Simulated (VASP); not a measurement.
# CsH4 (P6/mmm) in VASP: further runs, part 2 of 2

VASP 6.6.1. Earlier steps stand in the parts before.

## Step 4: Single point, BLYP+D3 (atoms moved at random, drawn with an rms of 0.05 Å)

File INCAR:

```
SYSTEM = CsH4
PREC = Accurate
ENCUT = 400
EDIFF = 1E-6
ISMEAR = -1
SIGMA = 0.1
LREAL = .False.
LASPH = .True.
NELM = 100
ALGO = Fast
ISIF = 2
LWAVE = .False.
LCHARG = .False.
GGA = B5
ALDAX = 1.0
AGGAX = 1.0
AGGAC = 1.0
ALDAC = 0.0
IVDW = 11
VDW_S6 = 1.0
VDW_S8 = 1.682
VDW_SR = 1.094
VDW_SR8 = 1.0
NBANDS = 14
```

File KPOINTS:

```
regular mesh
0
Gamma
  9 9 6
  0 0 0
```

File POSCAR:

```
CsH4
1.0
    3.5875000000      0.0000000000      0.0000000000
   -1.7937500000      3.1068700000      0.0000000000
    0.0000000000      0.0000000000      5.0044800000
Cs H
1 4
Direct
   -0.0062430000      0.0024280000      0.5099580000
    0.4940860000     -0.0065010000     -0.0047100000
    0.0109600000      0.5114120000     -0.0018670000
    0.4864280000      0.4949960000      0.0006160000
   -0.0037470000      0.0028920000      0.0011550000
```

Potentials or basis: VASP PAW PBE potentials, release 64 (Cs_sv, H_s).

Command:

```console
cat potpaw_PBE.64/Cs_sv/POTCAR potpaw_PBE.64/H_s/POTCAR > POTCAR
mpirun -np 1 vasp_std > vasp.out
```

OUTCAR:

```text
SYSTEM = CsH4
   PREC = Accurate
   ENCUT = 400
   EDIFF = 1E-6
   ISMEAR = -1
   LREAL = .False.
   LASPH = .True.
   NELM = 100
   ISIF = 2
   GGA = B5
   IVDW = 11
 IVDW          = 11

 ion  position               nearest neighbor table
   1  0.994  0.002  0.510-
   2  0.494  0.993  0.995-
   3  0.011  0.511  0.998-
   4  0.486  0.495  0.001-
   5  0.996  0.003  0.001-

  LATTYP: Found a hexagonal cell.
 ALAT       =     3.5875000000
 C/A-ratio  =     1.3949770035

  Lattice vectors:

 A1 = (   3.5875000000,   0.0000000000,   0.0000000000)
 A2 = (  -1.7937500000,   3.1068700000,   0.0000000000)
 A3 = (   0.0000000000,   0.0000000000,   5.0044800000)

Analysis of symmetry for initial positions (statically):
=====================================================================
 Subroutine PRICEL returns:
 Original cell was already a primitive cell.

 Routine SETGRP: Setting up the symmetry group for a
 hexagonal supercell.

 Subroutine GETGRP returns: Found  1 space group operations
 (whereof  1 operations were pure point group operations)
 out of a pool of 24 trial point group operations.

The static configuration has the point symmetry C_1 .

Analysis of symmetry for dynamics (positions and initial velocities):
=====================================================================
 Subroutine PRICEL returns:
 Original cell was already a primitive cell.

 Routine SETGRP: Setting up the symmetry group for a
 hexagonal supercell.

 Subroutine GETGRP returns: Found  1 space group operations
 (whereof  1 operations were pure point group operations)
 out of a pool of 24 trial point group operations.

The dynamic configuration has the point symmetry C_1 .

 Subroutine INISYM returns: Found  1 space group operations
 (whereof  1 operations are pure point group operations),
 and found     1 'primitive' translations

[... 133 lines left out ...]
  energy-cutoff  :      400.00
  volume of cell :       55.78
 maximum number of plane-waves:      1028
   NGX = 11   NGY = 11   NGZ = 17

 number of electron      13.0000000 magnetization

 Free energy of the ion-electron system (eV)
  ---------------------------------------------------
  ext. energy  EPLUGINS =         0.00000000
  ---------------------------------------------------
  free energy    TOTEN  =        -8.77390593 eV

  energy without entropy =       -8.75129388  energy(sigma->0) =       -8.76259991

 E-fermi :   3.4486     XC(G=0):  -8.6546

 val. band max:        3.3428938132   @ k =   0.0000  -0.4444   0.1667
 cond. band min:       3.4980641535   @ k =   0.3333   0.0000   0.0000
 fundamental gap:      0.1551703403
 Fermi energy:         3.4485522659

 k-point     1 :       0.0000    0.0000    0.0000
  band No.  band energies     occupation
      1     -20.3371      2.00000
      2      -6.9548      2.00000
      3      -5.5531      2.00000
      4      -5.5526      2.00000
      5      -5.3661      2.00000
      6       3.6269      0.28779
      7       5.3776      0.00000
      8       5.3953      0.00000
      9       6.8473      0.00000
     10       8.3780      0.00000
     11       8.3885      0.00000
     12       9.0586      0.00000
     13      11.3661      0.00000
     14      11.4687      0.00000
[... 377 lines left out ...]
      1     -19.8155      2.00000
      2      -8.2702      2.00000
      3      -6.4838      2.00000
      4      -6.3597      2.00000
      5      -2.9701      2.00000
      6       0.1021      2.00000
      7       2.7234      1.99858
      8       5.0762      0.00000
      9       5.3550      0.00000
     10       7.0180      0.00000
     11       8.7681      0.00000
     12      10.0774      0.00000
     13      13.1135      0.00000
     14      13.9266      0.00000

 [... further k-points ...]

------------------------ aborting loop because EDIFF is reached ----------------------------------------

 Edisp (eV)   -0.85085

 E8    (eV) :    -0.6212

  FORCE on cell =-STRESS in cart. coord.  units (eV):
  Direction    XX          YY          ZZ          XY          YZ          ZX
  --------------------------------------------------------------------------------------
  -------------------------------------------------------------------------------------
  Total      -0.00399     0.00949     0.54356    -0.02281    -0.00057    -0.00275
  in kB      -0.11449     0.27247    15.61278    -0.65510    -0.01648    -0.07909
  external pressure =        5.26 kB  Pullay stress =        0.00 kB

 VOLUME and BASIS-vectors are now :
 -----------------------------------------------------------------------------
  energy-cutoff  :      400.00
  volume of cell :       55.78
      direct lattice vectors                 reciprocal lattice vectors
     3.587500000  0.000000000  0.000000000     0.278745645  0.160933673  0.000000000
    -1.793750000  3.106870000  0.000000000     0.000000000  0.321867346  0.000000000
     0.000000000  0.000000000  5.004480000     0.000000000  0.000000000  0.199820960

 POSITION                                       TOTAL-FORCE (eV/Angst)
 -----------------------------------------------------------------------------------
      3.56075      0.00754      2.55207        -0.003635      0.000960     -0.217265
     -0.00956      3.08667      4.98091         0.037802     -0.030764      0.058701
     -0.87803      1.58889      4.99514         0.066472      0.131199      0.018581
      0.85716      1.53789      0.00308        -0.042459     -0.112034     -0.015204
      3.56887      0.00899      0.00578        -0.058179      0.010638      0.155187
 -----------------------------------------------------------------------------------
    total drift:                               -0.000110     -0.000014     -0.000277

  FREE ENERGIE OF THE ION-ELECTRON SYSTEM (eV)
  ---------------------------------------------------
  free  energy   TOTEN  =        -9.6247541498 eV

  energy  without entropy=       -9.6021420946  energy(sigma->0) =       -9.61344812
```

OSZICAR:

```text
N       E                     dE             d eps       ncg     rms          rms(c)
DAV:   1     0.415680826003E+02    0.41568E+02   -0.41693E+03  6832   0.586E+02
DAV:   2    -0.696108965986E+01   -0.48529E+02   -0.45404E+02  9162   0.120E+02
DAV:   3    -0.961801275064E+01   -0.26569E+01   -0.26515E+01  8524   0.302E+01
DAV:   4    -0.963262530547E+01   -0.14613E-01   -0.14612E-01  8200   0.257E+00
DAV:   5    -0.963268104764E+01   -0.55742E-04   -0.55742E-04  8700   0.163E-01    0.256E+00
RMM:   6    -0.903268660574E+01    0.59999E+00   -0.21110E-01  6978   0.180E+00    0.137E+00
RMM:   7    -0.878118560339E+01    0.25150E+00   -0.44681E-01  8499   0.261E+00    0.570E-01
RMM:   8    -0.877637195798E+01    0.48136E-02   -0.30489E-02  7197   0.918E-01    0.217E-01
RMM:   9    -0.877401264454E+01    0.23593E-02   -0.69423E-03  7783   0.489E-01    0.645E-02
RMM:  10    -0.877393115733E+01    0.81487E-04   -0.99275E-04  8065   0.151E-01    0.335E-02
RMM:  11    -0.877391243817E+01    0.18719E-04   -0.90550E-05  7881   0.547E-02    0.920E-03
RMM:  12    -0.877390620085E+01    0.62373E-05   -0.15495E-05  8286   0.183E-02    0.371E-03
RMM:  13    -0.877390593432E+01    0.26654E-06   -0.33278E-06  7411   0.849E-03
   1 F= -.96247541E+01 E0= -.96134481E+01  d E =-.226121E-01
```

Wall time 96 s (1 thread of Intel Xeon Platinum 8488C (Sapphire Rapids), shared host); peak memory 0.24 GiB.

Results:

```
Free energy                : -9.6248 eV
Pressure                   : 0.5 GPa
Largest force              : 0.217 eV/Å
Band gap on the k mesh     : none (metal or under the smearing width)
Dispersion energy per atom : -0.170 eV
```

Forces on the atoms (eV/Å):
```
Cs  -0.004  0.001 -0.217
H    0.038 -0.031  0.059
H    0.066  0.131  0.019
H   -0.042 -0.112 -0.015
H   -0.058  0.011  0.155
```

Stress tensor (GPa, compression positive):
```
-0.01 -0.07 -0.01
-0.07  0.03  0.00
-0.01  0.00  1.56
```

Caveat: the PAW data sets were made with another functional, which shifts forces and pressure a little; pairwise dispersion overbinds metals, which lowers pressure and volume. The run has no spin-orbit coupling, so splittings on Cs are missing.

## Step 5: For comparison

An earlier run on the cell as given: functional PBE; potentials or basis VASP PAW PBE potentials, release 64 (Cs_sv, H); cutoff 520 eV; k mesh 9 × 9 × 6; occupations fermi-dirac, width 0.05 eV; no spin polarisation.

* Pressure: 0.2 GPa
* Band gap on the k mesh: none (metal or under the smearing width)

## Step 6: Overview

| task | level | potentials or basis | cell | cutoff (eV) | smearing | gap on the mesh (eV) | pressure (GPa) | relaxed volume (Å³/atom) |
| --- | --- | --- | --- | --- | --- | --- | --- | --- |
| relaxation of cell and atoms | PBE | VASP PAW PBE potentials, release 64 (Cs_sv, H) | relaxed | 600 | gaussian 0.05 eV | none | 0.0 | 11.23 |
| relaxation of cell and atoms | LDA | VASP PAW LDA potentials, release 64 (Cs_sv, H) | relaxed | 600 | gaussian 0.05 eV | none | 0.0 | 10.18 |
| single point | BLYP+D3 | VASP PAW PBE potentials, release 64 (Cs_sv, H_s) | atoms moved at random, drawn with an rms of 0.05 Å | 400 | fermi-dirac 0.1 eV | none | 0.5 | - |
| single point | PBE | VASP PAW PBE potentials, release 64 (Cs_sv, H) | as given | 520 | fermi-dirac 0.05 eV | none | 0.2 | - |

Alike in all rows: no spin polarisation; k mesh 9 × 9 × 6.

Caveats: the PAW data sets were made with another functional, which shifts forces and pressure a little (some runs); pairwise dispersion overbinds metals, which lowers pressure and volume (some runs).

Total energies depend on the potentials used, so only differences within one code and one set of settings carry meaning.
